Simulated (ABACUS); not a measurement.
The system is K.

```
CELL_PARAMETERS angstrom
-2.69756 2.69756 2.69756
2.69756 -2.69756 2.69756
2.69756 2.69756 -2.69756
ATOMIC_POSITIONS crystal
K 0.00000 0.00000 0.00000
```

```yaml
Program: ABACUS 3.10.1
Task: relaxation of cell and atoms
Functional: PBE
Potentials_or_basis: PseudoDojo NC SR 0.4.1 PBE standard
Cutoff: 1007 eV
Density_cutoff: 4027 eV
Basis: plane waves
k_mesh: 5 × 5 × 5
Occupations: fermi-dirac, width 0.05 eV
Spin: no spin polarisation
```

At the start: pressure -0.2 GPa; volume 78.52 Å³/atom.

Q: Where does the relaxation end?

A: Over 3 steps the energy falls by 3.3 meV/atom and the volume is 73.85 Å³/atom (-5.9 %); space group Im-3m (No. 229, to 0.05 Å).

The path:
```tsv
step	energy change (eV)	largest force (eV/Å)	pressure (GPa)	volume (Å³)
1	0.0000	0.0000	-0.21	78.52
2	-0.0013	0.0000	-0.16	77.33
3	-0.0033	0.0000	-0.01	73.85
```

Final structure:
```
CELL_PARAMETERS angstrom
-2.64303 2.64303 2.64303
2.64303 -2.64303 2.64303
2.64303 2.64303 -2.64303
ATOMIC_POSITIONS crystal
K 0.00000 0.00000 0.00000
```
